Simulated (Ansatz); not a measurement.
# Ti3C2 (P6_3/mmc): cell relaxations under several functionals from a Python script

The task is cell relaxations under several functionals, for Ti3C2 (P6_3/mmc).

Program: Ansatz 0.2.0, driven from Python. The levels of theory stand in the script. These are calculated values, not measurements.

## Step 1: The structure

It takes space group P6_3/mmc (No. 194, hexagonal). Conventional cell: a = 3.067 Å, b = 3.067 Å, c = 15.117 Å, α = 90.00°, β = 90.00°, γ = 120.00°. Ti (site symmetry 3m) is surrounded by 3 C at 2.06 Å. Around Ti (site symmetry -3m) lie 6 C at 2.20 Å. Around C (site symmetry 3m) lie 6 Ti at 2.06 to 2.20 Å.

No structure file is read: the coordinates are typed or built in the script.

## Step 2: The script

lattice.py reads:

```python
import ansatz
import numpy as np

def edges_and_angles(cell):
    cell = np.asarray(cell)
    a, b, c = np.linalg.norm(cell, axis=1)
    cosines = cell[1] @ cell[2] / (b * c), cell[0] @ cell[2] / (a * c), cell[0] @ cell[1] / (a * b)
    return (a, b, c, *np.degrees(np.arccos(cosines)))


def main() -> None:
    ti3c2 = (
        ansatz.Lattice.from_parameters(3.066605, 3.066605, 15.11715, alpha=90, beta=90, gamma=120)
        .space_group(194)
        .atom('Ti', (1 / 3, 2 / 3, 0.843878))
        .atom('Ti', (0.0, 0.0, 0.0))
        .atom('C', (2 / 3, 1 / 3, 0.914104))
    )

    job = ti3c2.calculation()
    job = job.basis(470)
    job = job.kpoints(9, 9, 2)
    job = job.occupations('fermi_dirac', width=0.1)
    job = job.relax(cell=True)

    levels = [('pbesol', 'd3bj'), ('lda', 'none'), ('blyp', 'd3bj')]
    print('level            a       b       c    alpha   beta  gamma  V/atom  steps')
    for name, dispersion in levels:
        seen = []
        run = job.functional(name, dispersion=dispersion).session().plan()
        res = run.execute(on_event=lambda e: seen.append(e) if e['event'] == 'relax_step' else None)
        cell = res.lattice.cell_ang
        label = name if dispersion == 'none' else f'{name}+{dispersion}'
        print('{:13s} {:7.4f} {:7.4f} {:7.4f} {:6.2f} {:6.2f} {:6.2f}'.format(label, *edges_and_angles(cell)), f'{abs(np.linalg.det(cell)) / len(res.lattice.sites):7.3f} {len(seen):5d}')


if __name__ == '__main__':
    main()
```

## Step 3: The calls as engine input

The engine receives this input (first run):

```yaml
crystal:
  lattice:
    a: 3.066605
    b: 3.066605
    c: 15.11715
    alpha: 90.0
    beta: 90.0
    gamma: 120.0
  space_group: 194
  atoms:
    - { symbol: Ti, position: [0.3333333333333333, 0.6666666666666666, 0.843878] }
    - { symbol: Ti, position: [0.0, 0.0, 0.0] }
    - { symbol: C, position: [0.6666666666666666, 0.3333333333333333, 0.914104] }
basis:
  ecutwfc: 470.0
kpoints:
  mp_grid:
    grid: [9, 9, 2]
hamiltonian:
  xc: pbesol
  dispersion: d3bj
scf:
  occupations:
    method: fermi_dirac
    width: 0.1
relax:
  cell: {}
```

## Step 4: Launch

Command:

```sh
$ python lattice.py
```

The program printed:

```text
level            a       b       c    alpha   beta  gamma  V/atom  steps
pbesol+d3bj    3.0068  3.0068 14.7494  90.00  90.00 120.00  11.548     7
lda            3.0173  3.0173 14.8195  90.00  90.00 120.00  11.684     6
blyp+d3bj      3.0214  3.0214 14.7014  90.00  90.00 120.00  11.623     7
```

It took 3.2 min on 1 thread of Arm Neoverse V1, shared host; peak memory 0.6 GiB.

## Step 5: What changed from run to run

The engine's inputs for the other runs:

Run 2, against run 1:

```diff
@@ -20,2 +20,2 @@
-  xc: pbesol
-  dispersion: d3bj
+  xc: lda
+  dispersion: none
```

Run 3, against run 1:

```diff
@@ -20 +20 @@
-  xc: pbesol
+  xc: blyp
```

Lines on the test bed's own set-up are left out of the output.

## Step 6: The runs side by side

The 3 runs, in the order started:

| run | functional | dispersion | energy (eV/atom) | final volume (Å³/atom) | pressure (GPa) | SCF cycles in all | CPU time (s) |
| --- | --- | --- | --- | --- | --- | --- | --- |
| 1 | pbesol | d3bj | -1584.2262 | 11.55 | -0.01 | 46 | 66 |
| 2 | lda | none | -1568.1683 | 11.68 | -0.01 | 40 | 56 |
| 3 | blyp | d3bj | -1605.9922 | 11.62 | -0.02 | 49 | 69 |

Energies are free energies F = E - TS of the smeared occupations. Totals under unlike functionals or potentials can't be compared directly.

## Step 7: How the relaxation of run 1 went

Relaxation path:

```csv
step,energy from step 1 (eV/cell),largest force component (eV/Å),pressure (GPa),volume (Å³)
1,0.0000,0.2673,-10.23,123.12
2,-0.1902,0.3840,0.17,113.86
3,-0.2353,0.0671,0.28,115.61
4,-0.2373,0.0055,-0.05,115.53
5,-0.2374,0.0048,-0.01,115.47
6,-0.2374,0.0006,0.00,115.48
7,-0.2357,0.0005,-0.01,115.48
```

Step 1 is the start. Step 7 repeats the geometry before it on a plane-wave basis chosen anew for that cell, so its energy need not be comparable with the rows above.

|  | before | after | change |
| --- | --- | --- | --- |
| a (Å) | 3.067 | 3.007 | -2.0 % |
| b (Å) | 3.067 | 3.007 | -2.0 % |
| c (Å) | 15.117 | 14.749 | -2.4 % |
| volume (Å³/atom) | 12.31 | 11.55 | -6.2 % |
| shortest distance (Å) | 2.064 | 2.037 | -1.3 % |
| space group (0.01 Å) | P6_3/mmc | P6_3/mmc | same |

The run keeps the 24 symmetry operations of the start, so it could not have lowered the symmetry.

## Step 8: Path of the relaxation of run 3

Relaxation path:

```
step  E - E(step 1) (eV/cell)  largest force component (eV/Å)  pressure (GPa)  volume (Å³)
   1                   0.0000                          0.1957           -6.84       123.12
   2                  -0.0457                          0.7084            0.99       113.34
   3                  -0.1904                          0.0966            0.10       116.55
   4                  -0.1944                          0.0382           -0.02       116.35
   5                  -0.1948                          0.0307           -0.11       116.24
   6                  -0.1950                          0.0012            0.00       116.23
   7                  -0.1930                          0.0013           -0.02       116.23
```

Step 1 is the start. Step 7 repeats the geometry before it on a plane-wave basis chosen anew for that cell, so its energy need not be comparable with the rows above.

|  | before | after | change |
| --- | --- | --- | --- |
| a (Å) | 3.067 | 3.021 | -1.5 % |
| b (Å) | 3.067 | 3.021 | -1.5 % |
| c (Å) | 15.117 | 14.701 | -2.8 % |
| volume (Å³/atom) | 12.31 | 11.62 | -5.6 % |
| shortest distance (Å) | 2.064 | 2.048 | -0.8 % |
| space group (0.01 Å) | P6_3/mmc | P6_3/mmc | same |

Forces and stress were held to the start's 24 operations: a distortion of lower symmetry was not tested.

## Step 9: Summary of results

| quantity | value |
| --- | --- |
| runs compared | 3 |
| relaxed volume | 11.55 (pbesol d3bj) to 11.68 Å³/atom (lda) |

In words: From smallest to largest: PBEsol+D3BJ (11.55 Å³ an atom, -6.2 % against the start), BLYP+D3BJ (11.62 Å³ an atom, -5.6 % against the start) and LDA (11.68 Å³ an atom, -5.1 % against the start). The spread is 1.2 % in volume. In run 1, the volume shrank by 6.2 % over 5 moves, and the space group stayed P6_3/mmc. In run 3, over 5 moves the cell shrank by 5.6 % in volume, and the space group stayed P6_3/mmc. What to keep in mind:
- BLYP and dispersion corrections can be off by several per cent in the lattices of metals, and by several GPa in the pressure at a fixed cell.
- The mesh is modest for a metal, so energies can be off by several to tens of meV an atom and pressures by half a GPa or more; differences at equal mesh fare better.
- This cell is a computed structure, which may not be the phase found in nature.
